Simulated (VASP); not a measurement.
# SiC (Cmc2_1) in VASP: notebook

One crystal, SiC, is run at these levels: PBE; tasks: band structure.

Program: VASP 6.6.1. These are calculated values, not measurements. Logs are shortened: lines on timing, memory, paths and dates and some standing lists are left out, and cuts for length are marked.

### 1 Starting point

It takes space group Cmc2_1 (No. 36, orthorhombic). The conventional cell has a = 3.194 Å, b = 5.309 Å, c = 5.175 Å, α = 90.00°, β = 90.00°, γ = 90.00°. Around Si (site symmetry m) lie 4 C at 1.90 to 1.94 Å. C (site symmetry m) has 4 Si at 1.90 to 1.94 Å as nearest neighbours.

The cell was built by a generator and isn't the measured one.

### 2 Band structure, PBE

Contents of INCAR:

```
SYSTEM = SiC
PREC = Accurate ; ENCUT = 520
EDIFF = 1E-6 ; ISMEAR = 0
SIGMA = 0.02 ; LREAL = .False.
LASPH = .True. ; NELM = 80
ALGO = Normal ; ISIF = 2
LWAVE = .False. ; LCHARG = .False.
GGA = PE ; NBANDS = 26
KPAR = 8
```

Contents of KPOINTS:

```
regular mesh
0
Gamma
  8 5 5
  0 0 0
```

Contents of POSCAR:

```
SiC                                     
1.0
    3.1943307161      0.0000000000      0.0000000000
    0.0000000000      5.1748157601      0.0000000000
    0.0000000000      0.0000000000      5.3094631615
  Si              C             
     4     4
Direct
     0.0000000000000000    0.9986342507864560    0.3331225508617143
     0.5000000000000000    0.9986342507864560    0.8331225508617144
     0.5000000000000000    0.4986342507864558    0.1668774491382856
     0.0000000000000000    0.4986342507864558    0.6668774491382856
     0.0000000000000000    0.6233657492135439    0.3301318802643919
     0.5000000000000000    0.6233657492135439    0.8301318802643918
     0.5000000000000000    0.1233657492135441    0.1698681197356082
     0.0000000000000000    0.1233657492135441    0.6698681197356082
```

Contents of KPOINTS_OPT:

```
path GXSYGZURTZ,YT,UX,SR
15
line-mode
reciprocal
 0.0000000000  0.0000000000  0.0000000000  G
-0.5000000000  0.0000000000  0.0000000000  X

-0.5000000000  0.0000000000  0.0000000000  X
-0.5000000000  0.0000000000 -0.5000000000  S

-0.5000000000  0.0000000000 -0.5000000000  S
 0.0000000000  0.0000000000 -0.5000000000  Y

 0.0000000000  0.0000000000 -0.5000000000  Y
 0.0000000000  0.0000000000  0.0000000000  G

 0.0000000000  0.0000000000  0.0000000000  G
 0.0000000000 -0.5000000000  0.0000000000  Z

 0.0000000000 -0.5000000000  0.0000000000  Z
-0.5000000000 -0.5000000000  0.0000000000  U

-0.5000000000 -0.5000000000  0.0000000000  U
-0.5000000000 -0.5000000000 -0.5000000000  R

-0.5000000000 -0.5000000000 -0.5000000000  R
 0.0000000000 -0.5000000000 -0.5000000000  T

 0.0000000000 -0.5000000000 -0.5000000000  T
 0.0000000000 -0.5000000000  0.0000000000  Z

 0.0000000000  0.0000000000 -0.5000000000  Y
 0.0000000000 -0.5000000000 -0.5000000000  T

-0.5000000000 -0.5000000000  0.0000000000  U
-0.5000000000  0.0000000000  0.0000000000  X

-0.5000000000  0.0000000000 -0.5000000000  S
-0.5000000000 -0.5000000000 -0.5000000000  R
```

Potentials or basis: VASP PAW PBE potentials, release 64 (Si, C).

On the command line:

```console
$ cat potpaw_PBE.64/Si/POTCAR potpaw_PBE.64/C/POTCAR > POTCAR
$ mpirun -np 8 vasp_std > vasp.out
```

OUTCAR:

```text
SYSTEM = SiC
   PREC = Accurate
   ENCUT = 520
   EDIFF = 1E-6
   ISMEAR = 0
   LREAL = .False.
   LASPH = .True.
   NELM = 80
   ISIF = 2
   GGA = PE

 ion  position               nearest neighbor table
   1  0.000  0.999  0.333-   8 1.90   7 1.93   7 1.93   5 1.94   2 3.10   2 3.10   2 3.10   2 3.10
                             4 3.14   4 3.14
   2  0.500  0.999  0.833-   7 1.90   8 1.93   8 1.93   6 1.94   1 3.10   1 3.10   1 3.10   1 3.10
                             3 3.14   3 3.14
   3  0.500  0.499  0.167-   6 1.90   5 1.93   5 1.93   7 1.94   4 3.10   4 3.10   4 3.10   4 3.10
                             2 3.14   2 3.14
   4  0.000  0.499  0.667-   5 1.90   6 1.93   6 1.93   8 1.94   3 3.10   3 3.10   3 3.10   3 3.10
                             1 3.14   1 3.14
   5  0.000  0.623  0.330-   4 1.90   3 1.93   3 1.93   1 1.94
   6  0.500  0.623  0.830-   3 1.90   4 1.93   4 1.93   2 1.94
   7  0.500  0.123  0.170-   2 1.90   1 1.93   1 1.93   3 1.94
   8  0.000  0.123  0.670-   1 1.90   2 1.93   2 1.93   4 1.94

  LATTYP: Found a simple orthorhombic cell.
 ALAT       =     3.1943307161
 B/A-ratio  =     1.6200000000
 C/A-ratio  =     1.6621519916

  Lattice vectors:

 A1 = (   3.1943307161,   0.0000000000,   0.0000000000)
 A2 = (   0.0000000000,   5.1748157601,   0.0000000000)
 A3 = (   0.0000000000,   0.0000000000,   5.3094631615)

Analysis of symmetry for initial positions (statically):
=====================================================================
 Subroutine PRICEL returns following result:

  LATTYP: Found a base centered orthorhombic cell.
 ALAT       =     3.1943307161
 B/A-ratio  =     1.6621519916
 C/A-ratio  =     1.6200000000

  Lattice vectors:

 A1 = (   1.5971653581,   0.0000000000,   2.6547315808)
 A2 = (   1.5971653581,   0.0000000000,  -2.6547315807)
 A3 = (   0.0000000000,   5.1748157601,   0.0000000000)

   2 primitive cells build up your supercell.

 Routine SETGRP: Setting up the symmetry group for a
 simple orthorhombic supercell.

 Subroutine GETGRP returns: Found  4 space group operations
 (whereof  2 operations were pure point group operations)
 out of a pool of  8 trial point group operations.

The static configuration has the point symmetry C_1h.
 The point group associated with its full space group is C_2v.

Analysis of symmetry for dynamics (positions and initial velocities):
=====================================================================
 Subroutine PRICEL returns following result:

  LATTYP: Found a base centered orthorhombic cell.
 ALAT       =     3.1943307161
 B/A-ratio  =     1.6621519916
 C/A-ratio  =     1.6200000000

  Lattice vectors:

 A1 = (   1.5971653581,   0.0000000000,   2.6547315808)
 A2 = (   1.5971653581,   0.0000000000,  -2.6547315807)
 A3 = (   0.0000000000,   5.1748157601,   0.0000000000)

   2 primitive cells build up your supercell.

 Routine SETGRP: Setting up the symmetry group for a
 simple orthorhombic supercell.

 Subroutine GETGRP returns: Found  4 space group operations
 (whereof  2 operations were pure point group operations)
 out of a pool of  8 trial point group operations.

The dynamic configuration has the point symmetry C_1h.
 The point group associated with its full space group is C_2v.

 Subroutine INISYM returns: Found  4 space group operations
 (whereof  2 operations are pure point group operations),
 and found     2 'primitive' translations

----------------------------------------------------------------------------------------

                                     Primitive cell

  volume of cell :      43.8829

  direct lattice vectors                    reciprocal lattice vectors
     1.597165358  0.000000000  2.654731581     0.313054624  0.000000000  0.188342959
     1.597165358  0.000000000 -2.654731581     0.313054624  0.000000000 -0.188342959
     0.000000000  5.174815760  0.000000000     0.000000000  0.193243595  0.000000000

  length of vectors
     3.098150569  3.098150569  5.174815760     0.365344040  0.365344040  0.193243595

  position of ions in fractional coordinates (direct lattice)
     0.333122551  0.666877449  0.998634251
     0.666877449  0.333122551  0.498634251
     0.330131880  0.669868120  0.623365749
     0.669868120  0.330131880  0.123365749

  ion indices of the primitive-cell ions
   primitive index   ion index
                 1           1
                 2           4
                 3           5
                 4           8

----------------------------------------------------------------------------------------

 KPOINTS: regular mesh

Automatic generation of k-mesh.
 Grid dimensions read from file:
 generate k-points for:    8    5    5

 Generating k-lattice:

  Cartesian coordinates                     Fractional coordinates (reciprocal lattice)
     0.039131828  0.000000000  0.000000000     0.125000000  0.000000000  0.000000000
     0.000000000  0.038648719  0.000000000     0.000000000  0.200000000  0.000000000
     0.000000000  0.000000000  0.037668592     0.000000000  0.000000000  0.200000000

  Length of vectors
     0.039131828  0.038648719  0.037668592

  Shift w.r.t. Gamma in fractional coordinates (k-lattice)
     0.000000000  0.000000000  0.000000000

 Subroutine IBZKPT returns following result:
 ===========================================

 Found     45 irreducible k-points:

 Following reciprocal coordinates:
            Coordinates               Weight
  0.000000  0.000000  0.000000      1.000000
  0.125000  0.000000  0.000000      2.000000
  0.250000  0.000000  0.000000      2.000000
  0.375000  0.000000  0.000000      2.000000
  0.500000  0.000000  0.000000      1.000000
  0.000000  0.200000  0.000000      2.000000
[... 16 lines left out ...]
  0.250000  0.200000  0.200000      8.000000
  0.375000  0.200000  0.200000      8.000000
 [... further k-points ...]
   k-points           NKPTS =     45   k-points in BZ     NKDIM =     45   number of bands    NBANDS=     26
   number of dos      NEDOS =    301   number of ions     NIONS =      8
   total plane-waves  NPLWV =  38400
   dimension x,y,z NGX =    24 NGY =   40 NGZ =   40
   dimension x,y,z NGXF=    48 NGYF=   80 NGZF=   80
   ions per type =               4   4
   NGX,Y,Z   is equivalent  to a cutoff of  12.49, 12.85, 12.52 a.u.
   NGXF,Y,Z  is equivalent  to a cutoff of  24.98, 25.70, 25.05 a.u.
 SYSTEM =  SiC
   PREC   = accura    normal or accurate (medium, high low for compatibility)
   ISTART =      0    job   : 0-new  1-cont  2-samecut
   ICHARG =      2    charge: 1-file 2-atom 10-const
   ISPIN  =      1    spin polarized calculation?
   LNONCOLLINEAR =      F non collinear calculations
   LSORBIT =      F    spin-orbit coupling
   LASPH  =      T    aspherical Exc in radial PAW
   ENCUT  =  520.0 eV  38.22 Ry    6.18 a.u.   5.94  9.62  9.87*2*pi/ulx,y,z
   NELM   =     80;   NELMIN=  2; NELMDL= -5     # of ELM steps
   EDIFF  = 0.1E-05   stopping-criterion for ELM
   LREAL  =      F    real-space projection
   EDIFFG = 0.1E-04   stopping-criterion for IOM
   NSW    =      0    number of steps for IOM
   IBRION =     -1    ionic relax: 0-MD 1-quasi-New 2-CG
   NFREE  =      0    steps in history (QN), initial steepest desc. (CG)
   ISIF   =      2    stress and relaxation
   ISYM   =      2    0-nonsym 1-usesym 2-fastsym
   POTIM  = 0.5000    time-step for ionic-motion
   TEBEG  =    0.0;   TEEND  =   0.0 temperature during run
   PSTRESS=    0.0 pullay stress
   NELECT =      32.0000    total number of electrons
   NUPDOWN=      -1.0000    fix difference up-down
   EMIN   =  10.00;   EMAX   =-10.00  energy-range for DOS
   EFERMI =   0.00;   METHOD = LEGACY
   ISMEAR =     0;   SIGMA  =   0.02  broadening in eV -4-tet -1-fermi 0-gaus
   EFERMI_NEDOS =   21; number of points for ismear=-14 and -15
   IALGO  =     38    algorithm
   IMIX   =      4    mixing-type and parameters
     AMIX     =   0.40;   BMIX     =  1.00
     AMIX_MAG =   1.60;   BMIX_MAG =  1.00
  volume/ion in A,a.u.               =      10.97        74.03
  Fermi-wavevector in a.u.,A,eV,Ry     =   1.169543  2.210117 18.610483  1.367832
  Thomas-Fermi vector in A             =   2.306015
   LORBIT       =      0    0 simple, 1 ext, 2 COOP (PROOUT), +10 PAW based schemes
   GGA     = PE    functional components
   LHFCALC =     F    Hartree Fock is set to
   AEXX    =    0.0000 exact exchange contribution
   IVDW    =     0    specifies the selected vdW correction
   LEPSILON=     F    determine dielectric tensor
   LRPA    =     F    only Hartree local field effects (RPA)
 non-spin polarized calculation
 Gauss-broadening in eV      SIGMA  =   0.02
  energy-cutoff  :      520.00
  volume of cell :       87.77
 maximum number of plane-waves:      2382
 NGX is ok and might be reduce to    24
   NGX = 11   NGY = 19   NGZ = 19

 number of electron      31.9999999 magnetization

 Free energy of the ion-electron system (eV)
  ---------------------------------------------------
  ext. energy  EPLUGINS =         0.00000000
  ---------------------------------------------------
  free energy    TOTEN  =       -60.02697378 eV

  energy without entropy =      -60.02697378  energy(sigma->0) =      -60.02697378

 E-fermi :   7.8844     XC(G=0): -11.0960

 val. band max:        7.7746179104   @ k =   0.0000   0.0000   0.0000
 cond. band min:       9.8416525099   @ k =   0.0000   0.0000   0.0000
 fundamental gap:      2.0670345996
 Fermi energy:         7.8843727880

 k-point     1 :       0.0000    0.0000    0.0000
  band No.  band energies     occupation
      1      -7.5017      2.00000
      2      -4.2055      2.00000
      3      -4.1624      2.00000
      4      -2.8441      2.00000
      5      -0.7830      2.00000
      6       0.1654      2.00000
[... 18 lines left out ...]
     25      14.7804      0.00000
     26      15.9724      0.00000
[... 644 lines left out ...]
      4      -2.8813      2.00000
      5       0.0571      2.00000
      6       0.5010      2.00000
[... 18 lines left out ...]
     25      16.1151      0.00000
     26      16.6329      0.00000

 [... further k-points ...]

------------------------ aborting loop because EDIFF is reached ----------------------------------------

  FORCE on cell =-STRESS in cart. coord.  units (eV):
  Direction    XX          YY          ZZ          XY          YZ          ZX
  --------------------------------------------------------------------------------------
  -------------------------------------------------------------------------------------
  Total       -8.1194143     -5.9198684      0.0557817      0.0000000      0.0000000      0.0000000
  in kB     -148.2210568   -108.0680347      1.0183032      0.0000000      0.0000000      0.0000000
  external PRESSURE =     -85.0902627 kB  Pullay stress =       0.0000000 kB

 VOLUME and BASIS-vectors are now :
 -----------------------------------------------------------------------------
  energy-cutoff  :      520.00
  volume of cell :       87.77
      direct lattice vectors                 reciprocal lattice vectors
     3.194330716  0.000000000  0.000000000     0.313054624  0.000000000  0.000000000
     0.000000000  5.174815760  0.000000000     0.000000000  0.193243595  0.000000000
     0.000000000  0.000000000  5.309463162     0.000000000  0.000000000  0.188342959

 POSITION                                       TOTAL-FORCE (eV/Angst)
 -----------------------------------------------------------------------------------
      0.00000      5.16775      1.76870         0.000000      0.001200      0.001147
      1.59717      5.16775      4.42343         0.000000      0.001200      0.001147
      1.59717      2.58034      0.88603         0.000000      0.001200     -0.001147
      0.00000      2.58034      3.54076         0.000000      0.001200     -0.001147
      0.00000      3.22580      1.75282         0.000000     -0.001200     -0.000455
      1.59717      3.22580      4.40755        -0.000000     -0.001200     -0.000455
      1.59717      0.63840      0.90191        -0.000000     -0.001200      0.000455
      0.00000      0.63840      3.55664         0.000000     -0.001200      0.000455
 -----------------------------------------------------------------------------------
    total drift:                                0.000000     -0.000042      0.000001

  FREE ENERGIE OF THE ION-ELECTRON SYSTEM (eV)
  ---------------------------------------------------
  free  energy   TOTEN  =       -60.0269737839 eV

  energy  without entropy=      -60.0269737839  energy(sigma->0) =      -60.02697378
```

Run time: 37 s. Hardware: 8 MPI ranks of Intel Xeon Platinum 8488C (Sapphire Rapids), shared host; peak memory 0.28 GiB.

Results:

- Free energy: -60.0270 eV
- Pressure: -8.5 GPa
- Band gap on the k mesh: 2.07 eV
- Band gap along the path: 2.07 eV

Stress tensor (GPa, compression positive):
```
-14.82   0.00   0.00
  0.00 -10.81   0.00
  0.00   0.00   0.10
```

Levels at the corners of the path, in eV from the valence-band top:
```tsv
point	band 14	band 15	band 16	band 17	band 18	band 19
Γ	-0.32	-0.30	0.00	2.07	3.71	4.15
X	-2.98	-2.72	-2.72	3.04	3.04	6.87
X	-2.98	-2.72	-2.72	3.04	3.04	6.87
S	-3.10	-1.18	-1.18	2.83	2.83	4.05
S	-3.10	-1.18	-1.18	2.83	2.83	4.05
Y	-1.12	-1.02	-1.02	3.35	3.35	5.42
Y	-1.12	-1.02	-1.02	3.35	3.35	5.42
Γ	-0.32	-0.30	0.00	2.07	3.71	4.15
Γ	-0.32	-0.30	0.00	2.07	3.71	4.15
Z	-1.01	-0.65	-0.65	2.72	2.72	4.71
Z	-1.01	-0.65	-0.65	2.72	2.72	4.71
U	-2.25	-2.25	-2.25	4.45	4.45	4.45
U	-2.25	-2.25	-2.25	4.45	4.45	4.45
R	-2.31	-2.31	-2.31	3.05	3.05	3.05
R	-2.31	-2.31	-2.31	3.05	3.05	3.05
T	-2.09	-2.09	-2.09	3.85	3.85	3.85
T	-2.09	-2.09	-2.09	3.85	3.85	3.85
Z	-1.01	-0.65	-0.65	2.72	2.72	4.71
Y	-1.12	-1.02	-1.02	3.35	3.35	5.42
T	-2.09	-2.09	-2.09	3.85	3.85	3.85
U	-2.25	-2.25	-2.25	4.45	4.45	4.45
X	-2.98	-2.72	-2.72	3.04	3.04	6.87
S	-3.10	-1.18	-1.18	2.83	2.83	4.05
R	-2.31	-2.31	-2.31	3.05	3.05	3.05
```

### 3 Band structure, PBE, non-collinear spin, zero start, spin-orbit coupling

INCAR, as its differences from that of step 2:

```diff
@@ -7,3 +7,5 @@
 LWAVE = .False. ; LCHARG = .False.
-GGA = PE ; NBANDS = 26
-KPAR = 8
+LNONCOLLINEAR = .True. ; MAGMOM = 0 0 0 0 0 0 0 0 0 0 0 0 0 0 0 0 0 0 0 0 0 0 0 0
+LORBIT = 11 ; LSORBIT = .True.
+GGA_COMPAT = .False. ; GGA = PE
+NBANDS = 50 ; KPAR = 8
```

KPOINTS is that of step 2.

POSCAR is that of step 2.

KPOINTS_OPT is that of step 2.

Potentials or basis: VASP PAW PBE potentials, release 64 (Si, C).

On the command line:

```console
$ cat potpaw_PBE.64/Si/POTCAR potpaw_PBE.64/C/POTCAR > POTCAR
$ mpirun -np 8 vasp_ncl > vasp.out
```

Wall time 4 min (8 MPI ranks of Intel Xeon Platinum 8488C (Sapphire Rapids), shared host); peak memory 0.91 GiB.

Results (log left out):

```
Free energy                                           : -60.0275 eV
Pressure                                              : -8.5 GPa
Net moment                                            : 0.00 μB per cell
Valence electrons inside the program's atomic spheres : Si 1.63; C 2.49
```

Stress tensor (GPa, compression positive):
```
-14.82   0.00   0.00
  0.00 -10.81   0.00
  0.00   0.00   0.10
```

Moments on the atoms (μB; x, y, z):
```
Si  0.00 0.00 0.00
Si  0.00 0.00 0.00
Si  0.00 0.00 0.00
Si  0.00 0.00 0.00
C   0.00 0.00 0.00
C   0.00 0.00 0.00
C   0.00 0.00 0.00
C   0.00 0.00 0.00
```
